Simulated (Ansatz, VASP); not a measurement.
**One calculation of PtSe2 (db), two programs**

The input INCAR:

```
PREC = Accurate ; ENCUT = 520
EDIFF = 1E-6 ; ISMEAR = 0
SIGMA = 0.1 ; LREAL = False
LASPH = True ; NELM = 100
ALGO = Fast ; ISIF = 2
LWAVE = False ; LCHARG = True
GGA = PE ; IVDW = 12
LELF = True ; LVHAR = True
NBANDS = 18
```

File KPOINTS:

```
regular mesh
0
Gamma
  15 15 8
```

File POSCAR:

```
PtSe2
1.0
    3.7240000000      0.0000000000      0.0000000000
   -1.8620000000      3.2250786037      0.0000000000
    0.0000000000      0.0000000000      5.0620000000
Pt Se
1 2
Direct
    0.0000000000      0.0000000000      0.0000000000
    0.3333333333      0.6666666667      0.2597123440
    0.6666666667      0.3333333333      0.7402876560
```

Input for Ansatz:

```yaml
crystal:
  lattice:
    - [3.724, 0.0, 0.0]
    - [-1.862, 3.2250786037, 0.0]
    - [0.0, 0.0, 5.062]
  atoms:
    - { symbol: Pt, position: [0.0, 0.0, 0.0] }
    - { symbol: Se, position: [0.3333333333, 0.6666666667, 0.259712344] }
    - { symbol: Se, position: [0.6666666667, 0.3333333333, 0.740287656] }
basis:
  ecutwfc: 420
kpoints:
  mp_grid: { grid: [15, 15, 8] }
  band_path:
    path:
      - [[0.0, 0.0, 0.0], [0.5, 0.0, 0.0], [0.33333333, 0.33333333, 0.0], [0.0, 0.0, 0.0], [0.0, 0.0, 0.5], [0.5, 0.0, 0.5], [0.33333333, 0.33333333, 0.5], [0.0, 0.0, 0.5]]
      - [[0.5, 0.0, 0.5], [0.5, 0.0, 0.0]]
      - [[0.33333333, 0.33333333, 0.5], [0.33333333, 0.33333333, 0.0]]
    npoints: 10
hamiltonian:
  xc: pbe
  dispersion: d3bj
scf:
  occupations: { method: gaussian, width: 0.1 }
  n_extra_bands: 7
output:
  forces: true
  stress: true
  eigenvalues: true
  dos: { projected: false, de: 0.02, nscf_kmesh: { grid: [23, 23, 12] } }
  write_density: true
  write_potential: true
  elf: true
  volumetric_format: npy
```

Alike in both runs: task single point; functional PBE; dispersion D3(BJ); k mesh 15 × 15 × 8; occupations gaussian, width 0.1 eV; no spin polarisation.

|  | VASP | Ansatz |
| --- | --- | --- |
| version | VASP 6.6.1 | Ansatz 0.2.0 |
| potentials or method | VASP PAW PBE potentials, release 64 (Pt, Se) | scalar-relativistic, plane waves, PAW |
| plane-wave cutoff (eV) | 520 | 420 |
| valence electrons in the cell | 22 | 50 |

```tsv
	VASP	Ansatz	Ansatz less VASP
gap on the k mesh at the Fermi level (eV)	none	none	-
pressure (GPa)	0.4	0.4	+0.01
largest component of the traceless stress (GPa)	1.80	1.80	-0.004
```

A gap of «none» marks a metal or a gap that the smearing closes. The two sets of potentials don't hold the same shells in valence.

Caveats: pairwise dispersion overbinds metals, which lowers pressure and volume. Spin-orbit coupling is left out, which matters for the levels of Pt.
